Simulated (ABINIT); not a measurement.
# BaTe: equation of state with PBE

BaTe:

```
Ba Te
1.0
     0.00000    3.41000    3.41000
     3.41000    0.00000    3.41000
     3.41000    3.41000    0.00000
Ba Te
1 1
Cartesian
  0.0000 0.0000 0.0000
  3.4100 3.4100 3.4100
```

- Program: ABINIT 10.8.3 (patched build)
- Task: equation of state
- Functional: PBE
- Potentials or basis: JTH PAW PBE v2.0
- Cutoff: 408 eV
- k mesh: 7 × 7 × 7
- Occupations: fermi-dirac, width 0.05 eV
- Spin: no spin polarisation

```yaml
Equilibrium_volume: "44.43 Å³/atom (rough: see the caveat)"
Bulk_modulus: 28 GPa (rough)
```

Energy against volume, from the lowest point:
| volume (Å³/atom) | energy (meV/atom) |
| --- | --- |
| 37.273 | 126.10 |
| 38.066 | 92.84 |
| 38.859 | 65.23 |
| 39.652 | 42.57 |
| 40.445 | 24.42 |
| 41.238 | 10.36 |
| 42.031 | 0.00 |

It took 83 s on 1 thread of Arm Neoverse V1 (shared host), peak memory 0.15 GiB.

Caveat: pressures at fixed basis lie under the slope of the energies; this set's barium file shifts pressures by 1.5 GPa and gaps by 0.1 eV against other sets; the minimum lies outside the volumes run. The run has no spin-orbit coupling, so splittings on Ba, Te are missing.
